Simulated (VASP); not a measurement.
## BaTe in VASP 6.6.1, single-point calculation

INCAR

```
SIGMA = 0.02
NBANDS = 15
NELM = 97
ALGO = Damped
GGA = PE
NSW = 0
ISIF = 2
EDIFF = 1E-7
IBRION = -1
TIME = 4
LWAVE = .FALSE.
ISMEAR = -1
PREC = Accurate
LCHARG = .FALSE.
LASPH = .TRUE.
ENCUT = 520
LREAL = .FALSE.
```

KPOINTS

```
KPOINTS created by Atomic Simulation Environment
0
Gamma
6 6 6
0 0 0
```

POSCAR

```
Ba Te
 1.0000000000000000
     0.0000000000000000    3.6902766683000001    3.4896019900000002
     3.6902766683000001    0.0000000000000000    3.4896019900000002
     3.6902766683000001    3.6902766683000001    0.0000000000000000
 Ba  Te
   1   1
Cartesian
  0.0000000000000000  0.0000000000000000  0.0000000000000000
  3.6902766683000001  3.6902766683000001  3.4896019900000002
```

The recommended PBE PAW datasets give the neutral cell 16 valence electrons.

Command

```
mpirun -np 1 vasp_std
```

OSZICAR

```
N       E                     dE             d eps       ncg     rms           ort
DAV:   1     0.145303605196E+03    0.14530E+03   -0.64287E+03   450   0.941E+02
DAV:   2     0.287417248470E+02   -0.11656E+03   -0.10365E+03   450   0.199E+02
DAV:   3    -0.430245351398E+00   -0.29172E+02   -0.27346E+02   450   0.110E+02
DAV:   4    -0.646460430176E+01   -0.60344E+01   -0.56832E+01   450   0.545E+01
DAV:   5    -0.801182743191E+01   -0.15472E+01   -0.14870E+01   450   0.245E+01
SDA:   6    -0.787266219408E+01    0.13917E+00   -0.56057E+01   450   0.140E+01   0.000E+00
DMP:   7     0.735129886740E-01    0.79462E+01   -0.10495E+03   450   0.255E+02  -0.430E+01
DMP:   8     0.121284911974E+03    0.12121E+03   -0.16627E+04   450   0.407E+03  -0.534E+02
DMP:   9     0.347113542924E+03    0.22583E+03   -0.36376E+04   450   0.890E+03  -0.112E+03
DMP:  10     0.428815469605E+03    0.81702E+02   -0.54723E+04   450   0.134E+04  -0.175E+03
...
DMP:  89     0.368046529895E+03   -0.13443E+03   -0.79297E+06   450   0.172E+06  -0.152E+06
DMP:  90     0.498175282097E+03    0.13013E+03   -0.22956E+04   450   0.530E+03  -0.254E+03
DMP:  91     0.371683023452E+03   -0.12649E+03    0.25085E+07   450  -0.545E+06   0.481E+06
DMP:  92     0.498794254672E+03    0.12711E+03   -0.23130E+04   450   0.535E+03  -0.252E+03
DMP:  93     0.375916395712E+03   -0.12288E+03    0.62299E+07   450  -0.135E+07   0.120E+07
DMP:  94     0.502442985042E+03    0.12653E+03   -0.23265E+04   450   0.538E+03  -0.254E+03
DMP:  95     0.381417549983E+03   -0.12103E+03    0.58526E+07   450  -0.127E+07   0.112E+07
DMP:  96     0.505111697920E+03    0.12369E+03   -0.23560E+04   450   0.545E+03  -0.255E+03
DMP:  97     0.388062439285E+03   -0.11705E+03    0.17636E+09   450  -0.383E+08   0.338E+08
   1 F= 0.38806244E+03 E0= 0.38806244E+03  d E =0.000000E+00
```

Standard output (part)

```
POSCAR found type information on POSCAR BaTe
 POSCAR found :  2 types and       2 ions
 LDA part: xc-table for (Slater+PW92), standard interpolation
 POSCAR, INCAR and KPOINTS ok, starting setup
 WAVECAR not read
 entering main loop
 final diagonalization occupied
|     The electronic self-consistency was not achieved in the given           |
|     number of steps (NELM). The forces and other quantities evaluated       |
|     might not be reliable so examine the results carefully. If you find     |
|     spurious results, we suggest increasing NELM, if you were close to      |
|     convergence or switching to a different ALGO or adjusting the           |
|     density mixing parameters otherwise.                                    |
```

It didn't converge.

The fault: damping step far too long.

The run took about 3.3 min on one core of a shared host (Intel Xeon Platinum 8488C) and held 0.3 GiB at most.
